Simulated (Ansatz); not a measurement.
The system is Ru.

```xyz
2
Lattice="2.7058 0.0000 0.0000 -1.3529 2.3433 0.0000 0.0000 0.0000 4.2819" Properties=species:S:1:pos:R:3 pbc="T T T"
Ru    1.3529    0.7811    3.2114
Ru    0.0000    1.5622    1.0705
```

- Program: Ansatz 0.2.0
- Task: relaxation of cell and atoms
- Functional: RPBE
- Potentials or basis: all-electron LAPW, scalar-relativistic
- Basis error allowed: 0.001 eV/atom
- k mesh: 11 × 11 × 6
- Occupations: fermi-dirac, width 0.05 eV
- Spin: no spin polarisation

At the start: volume 13.57 Å³/atom.

Q: How do energy, volume and symmetry change on relaxing?

A: Over 5 steps the energy falls by 10.5 meV/atom and the volume is 13.96 Å³/atom (+2.9 %); space group P6_3/mmc (No. 194, to 0.05 Å).

The path:
```csv
step,energy change (eV),largest force (eV/Å),volume (Å³)
1,0.0000,0.0000,27.15
2,-0.0011,0.0000,28.73
3,-0.0209,0.0000,27.97
4,-0.0210,0.0000,27.92
5,-0.0210,0.0000,27.92
```

Final structure:
```cif
data_structure
_symmetry_space_group_name_H-M 'P 1'
_symmetry_Int_Tables_number 1
_cell_length_a 2.7324
_cell_length_b 2.7324
_cell_length_c 4.3188
_cell_angle_alpha 90.000
_cell_angle_beta 90.000
_cell_angle_gamma 120.000
_cell_volume 27.92
loop_
_atom_site_label
_atom_site_type_symbol
_atom_site_fract_x
_atom_site_fract_y
_atom_site_fract_z
_atom_site_occupancy
Ru1 Ru 0.66667 0.33333 0.75000 1
Ru2 Ru 0.33333 0.66667 0.25000 1
```
